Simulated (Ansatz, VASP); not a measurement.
Two plane-wave programs on Nb

```
CELL_PARAMETERS angstrom
-1.63607 1.63607 1.63607
1.63607 -1.63607 1.63607
1.63607 1.63607 -1.63607
ATOMIC_POSITIONS crystal
Nb 0.00000 0.00000 0.00000
```

Alike in both runs: functional PBEsol; k mesh 18 × 18 × 18; occupations gaussian, width 0.1 eV; no spin polarisation.

Ansatz relaxed the structure, and its values are those at the end. VASP's run is a single point on that final structure, the one shown.

```csv
,VASP,Ansatz
version,VASP 6.6.1,Ansatz 0.2.0
potentials or method,"VASP PAW PBE potentials, release 64 (Nb_sv)","scalar-relativistic, plane waves, PAW"
plane-wave cutoff (eV),520,420
valence electrons in the cell,13,13
```

|  | VASP | Ansatz | Ansatz less VASP |
| --- | --- | --- | --- |
| gap on the k mesh at the Fermi level (eV) | none | none | - |
| pressure (GPa) | -0.3 | 0.0 | +0.30 |

A gap of «none» marks a metal or a gap that the smearing closes. With one functional, cell and mesh, what is left measures potentials, basis and numerics.

Caveats: the PAW data sets were made with another functional, which shifts forces and pressure a little (VASP).
